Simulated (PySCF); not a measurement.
Geometries of 2 isomers of C5H5N, from PBE0-D3(BJ)/def2-SVP geometry optimisation, gas phase (PySCF). One conformer each, no zero-point energy, no frequencies.

Problem. Which is lower in electronic energy at this level?
A.
```xyz
11
angstrom
C     -0.565    0.621    0.074
C      0.589   -0.159    0.086
C      0.450   -1.547    0.105
N     -0.728   -2.167    0.114
C     -1.825   -1.415    0.103
C     -1.802   -0.020    0.083
H     -0.501    1.712    0.059
H      1.581    0.296    0.080
H      1.339   -2.189    0.115
H     -2.783   -1.949    0.109
H     -2.735    0.548    0.074
```
B.
```xyz
11
angstrom
C     -2.036    0.880    0.212
C     -1.081    0.000   -0.126
C      0.294    0.106    0.312
C      1.253   -0.784   -0.020
C      2.600   -0.667    0.422
N      3.702   -0.587    0.777
H     -1.818    1.743    0.848
H     -3.064    0.765   -0.136
H     -1.331   -0.854   -0.765
H      0.557    0.959    0.947
H      1.022   -1.646   -0.655
```

Solution. A. That is `n1ccccc1`, 37.9 kcal/mol below the other.

```json
{"SMILES": "c1ccncc1", "atoms numbered as above": "[cH:1]1[cH:2][cH:3][n:4][cH:5][cH:6]1", "E (Eh)": "-247.81918", "relative (kcal/mol)": "0.0", "relative (kJ/mol)": "0.0", "dipole (D)": "2.17"}
{"SMILES": "C=C/C=C/C#N", "atoms numbered as above": "[CH2:1]=[CH:2]/[CH:3]=[CH:4]/[C:5]#[N:6]", "E (Eh)": "-247.75881", "relative (kcal/mol)": "37.9", "relative (kJ/mol)": "158.5", "dipole (D)": "4.56"}
```

As drawn, the lower has an aromatic ring, which the higher lacks; the higher has a C≡N group and a C=C bond outside aromatic rings, which the lower lacks.
